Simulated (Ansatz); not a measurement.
Pt under changes of volume

One of the cells (15.080 Å³/atom); the others are scaled copies at fixed shape and fractional positions:

```xyz
1
Lattice="0.0000 1.9609 1.9609 1.9609 0.0000 1.9609 1.9609 1.9609 0.0000" Properties=species:S:1:pos:R:3 pbc="T T T"
Pt    0.0000    0.0000    0.0000
```

* Program: Ansatz 0.2.0
* Functional: PBE0
* Potentials or basis: Ansatz PAW
* Cutoff: 420 eV (not typed: the program's choice for these potentials)
* k mesh: 8 × 8 × 8
* Occupations: fermi-dirac, width 0.05 eV
* Spin: no spin polarisation

| volume (Å³/atom) | energy over the lowest point (meV/atom) | pressure (GPa) |
| --- | --- | --- |
| 14.175 | 55.16 | 20.9 |
| 14.477 | 23.47 | 13.0 |
| 14.778 | 5.63 | 6.1 |
| 15.080 | 0.00 | 0.0 |
| 15.381 | 5.13 | -5.3 |
| 15.683 | ? | ? |
| 15.985 | 40.58 | -13.4 |

**Question.** What does the run at 15.683 Å³/atom give?

**Answer.** Energy over the lowest point 19.69 meV/atom; pressure -10.0 GPa.

Worked out: A Birch-Murnaghan fit of order 3 (a polynomial in V^(-2/3)) to the other rows has its minimum at 15.08 Å³/atom with B0 = V·E''(V) = 277 GPa and B' = 6.5. It gives 18.94 meV/atom at 15.683 Å³/atom, against the run's 19.69, and -dE/dV = -9.5 GPa, against -10.0.

Energies are extrapolated to zero smearing.

Caveats: the PAW data sets come from PBE, with cores solved anew for the run's functional, which leaves a small shift of forces and pressure; the thresholds are loose for stress.
